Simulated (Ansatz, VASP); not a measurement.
CoO: VASP beside Ansatz

```
Co O
1.0
     0.00000    2.08434    2.08434
     2.08434    0.00000    2.08434
     2.08434    2.08434    0.00000
Co O
1 1
Direct
  0.00000 0.00000 0.00000
  0.50000 0.50000 0.50000
```

Alike in both runs: task single point; functional LDA; k mesh 10 × 10 × 10; occupations gaussian, width 0.05 eV; collinear spin; Hubbard terms Co d U = 3.3 eV.

|  | VASP | Ansatz |
| --- | --- | --- |
| version | VASP 6.6.1 | Ansatz 0.2.0 |
| potentials or method | VASP PAW LDA potentials, release 64 (Co, O) | scalar-relativistic, plane waves, PAW |
| plane-wave cutoff (eV) | 520 | 420 |
| valence electrons in the cell | 15 | 23 |

Ansatz gave:

| Property | Result |
| --- | --- |
| pressure (GPa) | 4.6 |
| largest component of the traceless stress (GPa) | 0.26 |
| net moment per atom (μB) | 1.50 |
| size of the moment on the site where the two differ most (μB) | 2.55 |

Q: Estimate VASP's values.

A: Pressure (GPa): -7.5; largest component of the traceless stress (GPa): 0.00; net moment per atom (μB): 1.50; size of the moment on the site where the two differ most (μB): 2.69.

Site moments also hang on the region over which each program counts them. The programs project onto different local orbitals, so the same U acts differently. The two sets of potentials don't hold the same shells in valence. Ansatz warned: «symmetry_narrowed_by_occupation_matrices».

Caveats: a cell with one magnetic atom can't hold antiferromagnetic order, which such compounds often take. The state reached can hang on the start; a lower one may exist.
